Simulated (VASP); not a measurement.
Input of a VASP 6.6.1 run:

Contents of INCAR:

```
PREC = Accurate
ENCUT = 520
EDIFF = 1E-6
ISMEAR = 0
SIGMA = 0.15
LREAL = F
LASPH = T
NELM = 100
ALGO = Fast
ISIF = 2
LWAVE = F
LCHARG = F
GGA = PE
NBANDS = 20
```

KPOINTS

```
regular mesh
0
Gamma
  21 21 10
```

The input POSCAR:

```
V
1.0
    2.4740793975      0.0000000000      0.0000000000
   -1.2370396987      2.1426156093      0.0000000000
    0.0000000000      0.0000000000      4.7233360000
V
2
Direct
    0.6666666667      0.3333333333      0.7500000000
    0.3333333333      0.6666666667      0.2500000000
```

Potentials or basis: VASP PAW PBE potentials, release 64 (V_sv).

Command:

```console
$ cat potpaw_PBE.64/V_sv/POTCAR > POTCAR
$ mpirun -np 1 vasp_std > vasp.out
```

Q: Predict the pressure.

A: 21.6 GPa.

Q: Estimate the band gap on the k mesh.

A: None (metal or under the smearing width).

Stress tensor (GPa, compression positive):
```
26.96  0.00  0.00
 0.00 26.96  0.00
 0.00  0.00 11.00
```

Caveat: so large a pressure means that the cell lies far from this level's equilibrium, or that cutoff or potentials fall short.
